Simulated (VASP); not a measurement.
Runs of VASP 6.6.1 on SnO2 (Cassiterite). It takes space group P4_2/mnm (No. 136, tetragonal). Conventional cell: a = 4.738 Å, b = 4.738 Å, c = 3.187 Å, α = 90.00°, β = 90.00°, γ = 90.00°. Sn (site symmetry mmm) is surrounded by 6 O at 2.05 to 2.06 Å. O (site symmetry m2m) has 3 Sn at 2.05 to 2.06 Å as nearest neighbours. 

```tsv
level	potentials or basis	gap on the mesh (eV)	pressure (GPa)	relaxed volume (Å³/atom)	largest force (eV/Å)
PBE	VASP PAW PBE potentials, release 64 (Sn_d, O)	(b)	0.0	12.61	-
r2SCAN	VASP PAW PBE potentials, release 64 (Sn_d, O)	(a)	0.0	12.13	0.01
PBEsol	VASP PAW PBE potentials, release 64 (Sn_d, O)	0.88	-0.1	(c)	0.02
LDA	VASP PAW LDA potentials, release 64 (Sn_d, O)	1.15	0.0	11.90	0.01
```

Alike in all rows: task relaxation of cell and atoms; no spin polarisation; cell relaxed; k mesh 7 × 7 × 9; cutoff (eV) 600; smearing fermi-dirac 0.05 eV.

Fill in the values left out.

(a) 1.74; (b) 0.64; (c) 12.21.

Caveats: spin-orbit coupling is left out, which moves the levels of the heavy elements; an odd mesh through Γ misses points on the zone boundary, where band edges often lie; the PAW data sets were made with another functional, which shifts forces and pressure a little (some runs).

A k mesh can miss the band edges, and the runs leave out spin-orbit coupling on Sn.

Not every run made on this cell is shown here.
